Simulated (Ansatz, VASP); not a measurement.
# KI: VASP beside Ansatz

Contents of INCAR:

```
PREC = Accurate
ENCUT = 520
EDIFF = 1E-7
ISMEAR = -1
SIGMA = 0.02
LREAL = F
LASPH = T
NELM = 60
ALGO = Normal
ISIF = 2
LWAVE = F
LCHARG = T
GGA = PE
LELF = T
LVHAR = T
NBANDS = 15
```

Contents of KPOINTS:

```
regular mesh
0
Gamma
  6 6 6
```

Contents of POSCAR:

```
KI
1.0
   -0.0937463197      3.5442842980      3.5442842980
    3.5442842980     -0.0937463197      3.5442842980
    3.4505379783      3.4505379783      0.0000000000
K I
1 1
Direct
    0.0000000000      0.0000000000      0.0000000000
    0.5000000000      0.5000000000      0.5000000000
```

Input for Ansatz:

```yaml
crystal:
  lattice:
    - [-0.0937463197, 3.544284298, 3.544284298]
    - [3.544284298, -0.0937463197, 3.544284298]
    - [3.4505379783, 3.4505379783, 0.0]
  atoms:
    - { symbol: K, position: [0.0, 0.0, 0.0] }
    - { symbol: I, position: [0.5, 0.5, 0.5] }
kpoints:
  mp_grid: { grid: [6, 6, 6] }
  band_path:
    path:
      - [0.0, 0.0, 0.0]
      - [0.5, 0.0, 0.5]
      - [0.625, 0.25, 0.625]
      - [0.375, 0.375, 0.75]
      - [0.5, 0.5, 0.5]
      - [0.5, 0.25, 0.75]
    npoints: 1
hamiltonian:
  xc: pbe
scf:
  occupations: { method: fermi_dirac, width: 0.02 }
  n_extra_bands: 4
output:
  forces: true
  stress: true
  eigenvalues: true
```

Change from the starting cell: shear_xy strain -5.3%.

Alike in both runs: task single point; functional PBE; k mesh 6 × 6 × 6; occupations fermi-dirac, width 0.02 eV; no spin polarisation.

|  | VASP | Ansatz |
| --- | --- | --- |
| version | VASP 6.6.1 | Ansatz 0.2.0 |
| potentials or method | VASP PAW PBE potentials, release 64 (K_sv, I) | plane waves, PAW |
| plane-wave cutoff (eV) | 520 | 420 |
| valence electrons in the cell | 16 | 26 |

```tsv
	VASP	Ansatz	Ansatz less VASP
gap on the k mesh at the Fermi level (eV)	3.86	3.86	+0.004
pressure (GPa)	0.5	0.5	-0.02
largest component of the traceless stress (GPa)	0.19	0.19	+0.002
```

The two sets of potentials don't hold the same shells in valence.

Caveats: spin-orbit coupling is left out, which moves the levels of the heavy elements.
